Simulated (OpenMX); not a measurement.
Write the native input for OpenMX 3.8.5 that does the following.

```
Task                : single point
Functional          : PBE
Potentials or basis : OpenMX 2013 PBE set, Pt7.0-s3p2d2f1, Fe6.0H-s3p2d2, grid cutoff 500 Ry
k mesh              : 11 × 11 × 7
Occupations         : fermi-dirac, width 0.05 eV
Spin                : collinear spin, ferromagnetic start
Starting moments    : [0.0, 3.0] μB
Mixing scheme       : rmm-diisk
SCF threshold       : 1e-08 Ha
Solver              : band
Max SCF cycles      : 160
```

The system is FePt (Tetraferroplatinum).

```xyz
2
Lattice="2.7235 0.0000 0.0000 0.0000 2.7235 0.0000 0.0000 0.0000 3.7200" Properties=species:S:1:pos:R:3 pbc="T T T"
Pt    1.3618    1.3618    1.8600
Fe    0.0000    0.0000    0.0000
```

These files were run (other wordings do the same):

FePt.dat

```
System.CurrrentDirectory             ./
System.Name                          FePt
DATA.PATH                            ./DFT_DATA13
level.of.stdout                      1
level.of.fileout                     0
Species.Number                       2
<Definition.of.Atomic.Species
  Pt  Pt7.0-s3p2d2f1         Pt_PBE13
  Fe  Fe6.0H-s3p2d2          Fe_PBE13H
Definition.of.Atomic.Species>

Atoms.Number                         2
Atoms.SpeciesAndCoordinates.Unit     FRAC
<Atoms.SpeciesAndCoordinates
    1  Pt    0.5000000000    0.5000000000    0.5000000000   8.000  8.000
    2  Fe    0.0000000000    0.0000000000    0.0000000000   9.500  6.500
Atoms.SpeciesAndCoordinates>

Atoms.UnitVectors.Unit               Ang
<Atoms.UnitVectors
     2.7235000000    0.0000000000    0.0000000000
     0.0000000000    2.7235000000    0.0000000000
     0.0000000000    0.0000000000    3.7200000000
Atoms.UnitVectors>

scf.XcType                           GGA-PBE
scf.SpinPolarization                 on
scf.ElectronicTemperature            580.226
scf.energycutoff                     500.0
scf.maxIter                          160
scf.EigenvalueSolver                 band
scf.Kgrid                            11 11 7
scf.Mixing.Type                      rmm-diisk
scf.Init.Mixing.Weight               0.01
scf.Min.Mixing.Weight                0.001
scf.Max.Mixing.Weight                0.2
scf.Mixing.History                   40
scf.Mixing.StartPulay                15
scf.criterion                        1.0e-8
scf.stress.tensor                    on
MD.Type                              nomd
```

Potentials or basis: OpenMX 2013 PBE set, Pt7.0-s3p2d2f1, Fe6.0H-s3p2d2, grid cutoff 500 Ry.

Command:

```bash
$ openmx FePt.dat -nt 1 > FePt.std
```

Results of the run:

The pressure is 4.5 GPa and the band gap on the k mesh is none (metal or under the smearing width). The net moment is 3.28 μB per cell and the site moments are Pt +0.24; Fe +3.04 μB.

Caveat: the basis of atomic orbitals isn't converged, which shifts pressures, moduli and gaps.

Wall time 7.1 min on 1 thread of Arm Neoverse V1, with other jobs on the host, peak memory 1.1 GiB.
